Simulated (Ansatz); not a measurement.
**Random displacements in Al$_{3}$GaN$_{4}$**

Theory: Ansatz, DFT r2SCAN, scalar-relativistic, plane waves, PAW. Settings: plane waves to 500 eV, k-mesh 6×6×6 (Γ-centred), Gaussian smearing 0.05 eV. No spin polarisation. Energies are free energies at this smearing, counted from the undisturbed cell; pressure is positive in compression.

Reference structure (relaxed at this level; it needn't be the usual structure):

```xyz
8
Lattice="4.4012 0.0000 0.0000 0.0000 4.4012 0.0000 0.0000 0.0000 4.4012" Properties=species:S:1:pos:R:3 pbc="T T T"
Al    2.2006    2.2006    0.0000
Al    2.2006    0.0000    2.2006
Al    0.0000    2.2006    2.2006
Ga    0.0000    0.0000    0.0000
N     3.2765    3.2765    1.1247
N     3.2765    1.1247    3.2765
N     1.1247    3.2765    3.2765
N     1.1247    1.1247    1.1247
```

The atoms are displaced (Å, in the unstrained cell):

| atom | ux | uy | uz |
| --- | --- | --- | --- |
| Al1 | 0.016 | 0.029 | -0.001 |
| Al2 | 0.042 | 0.010 | 0.034 |
| Al3 | -0.035 | -0.025 | 0.021 |
| Ga4 | -0.030 | -0.016 | -0.002 |
| N5 | -0.013 | 0.008 | -0.009 |
| N6 | 0.011 | 0.029 | -0.043 |
| N7 | 0.044 | 0.001 | 0.018 |
| N8 | -0.036 | -0.035 | -0.019 |

Strain (Voigt, engineering shear): (0.0086, 0.0019, 0.0008, -0.0024, 0.0157, -0.0190).

**Question.** What are the energy change, the stress and the forces?

**Answer.** ΔE = 34.4 meV/atom; stress (xx, yy, zz, yz, xz, xy; compression positive) (-2.02, -0.67, -0.74, -0.46, -3.71, 5.99) GPa; gap on the mesh 3.48 eV.
| atom | Fx (eV/Å) | Fy | Fz |
| --- | --- | --- | --- |
| Al1 | -0.75 | -0.75 | 0.17 |
| Al2 | -1.22 | -0.02 | -1.02 |
| Al3 | 1.70 | 1.05 | -1.17 |
| Ga4 | 0.77 | 0.31 | -0.31 |
| N5 | 0.28 | -0.29 | 0.59 |
| N6 | -0.54 | -0.69 | 1.55 |
| N7 | -0.89 | -0.12 | -0.28 |
| N8 | 0.66 | 0.52 | 0.47 |

Cost: 1 run of about 1.4 core-minutes, on Arm Neoverse V1 (shared hosts).